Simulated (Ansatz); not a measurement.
Compare A (`CC(C)(C)C`) with its isomer B (`CCC(C)C`).

Isolated molecules relaxed with PBE0-D4/def2-TZVP in Ansatz; ΔE leaves out vibrations. CBS: MP2 limit from def2 TZ/QZ plus the TZ coupled-cluster correction, frozen cores. DFT in def2-TZVPP. B3LYP here is the variant with VWN-RPA as its local correlation; programs differ in this. Each species was taken in one conformer, which may not be the lowest.

Question: Which is lower in electronic energy at CCSD(T)/CBS, and by how much? (Best estimate.)

Answer: Ansatz gave: A, by 2.8 kcal/mol.

Question: Give E(B) − E(A) in kcal/mol with PBE0-D4, B2PLYP, ωB97M-V, MP2/def2-TZVPP, HF/def2-TZVPP, LDA (SPW92), B3LYP. (Best estimate.)

Answer: The calculation gave: PBE0-D4 2.0, B2PLYP 2.1, ωB97M-V 2.7, MP2/def2-TZVPP 3.6, HF/def2-TZVPP 1.2, LDA (SPW92) 2.7, B3LYP 1.2. None reverses the order clearly.

Largest T1 diagnostic: 0.008.

Leaving LDA and LC-ωPBE aside and taking each functional with its dispersion term where it has one, the values, not all of them listed here, spread over 0.7 kcal/mol, from HSE06-D4 to B97M-V. LDA lies +1.2 kcal/mol from PBE without D4. In def2-TZVPP, CCSD(T) changes the Hartree–Fock value by +1.8 kcal/mol (the triples alone add +0.3 kcal/mol) and MP2 by +2.5 kcal/mol.
